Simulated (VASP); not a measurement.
Data:

```
CELL_PARAMETERS angstrom
     -2.77408     2.77408     5.59338
      2.77408    -2.77408     5.59338
      2.77408     2.77408    -5.59338
ATOMIC_POSITIONS crystal
  In 0.50000 0.50000 0.00000
  In 0.25000 0.75000 0.50000
  Cu 0.00000 0.00000 0.00000
  Cu 0.75000 0.25000 0.50000
  S  0.87500 0.89500 0.52000
  S  0.10500 0.62500 0.98000
  S  0.37500 0.35500 0.48000
  S  0.64500 0.12500 0.02000
```

Computed with PBE GGA, VASP's PBE PAW potentials (set 64) (plane waves; VASP). Settings: 300 eV cut-off, 6×6×6 Γ-centred mesh, Gaussian smearing of 0.020 eV, potentials In_d Cu S.

At this cut-off the stress carries a Pulay error, which pulls relaxed volumes low.

Task: Which forces act on the atoms, in eV/Å?

Result: 
```csv
atom,Fx,Fy,Fz
In1,0.000,0.000,0.000
In2,0.000,0.000,0.000
Cu3,0.000,0.000,0.000
Cu4,0.000,0.000,0.000
S5,0.495,0.000,0.000
S6,0.000,-0.495,0.000
S7,-0.495,0.000,0.000
S8,0.000,0.495,0.000
```

Task: Give the stress tensor in GPa (positive for a compressed cell).

Result: 
```
1.04  0.00  0.00
0.00  1.04  0.00
0.00  0.00  0.83
```
The pressure is its mean diagonal, 0.97 GPa.

The structure is a typed CuInS2 crystal. The cell was not relaxed at this level.
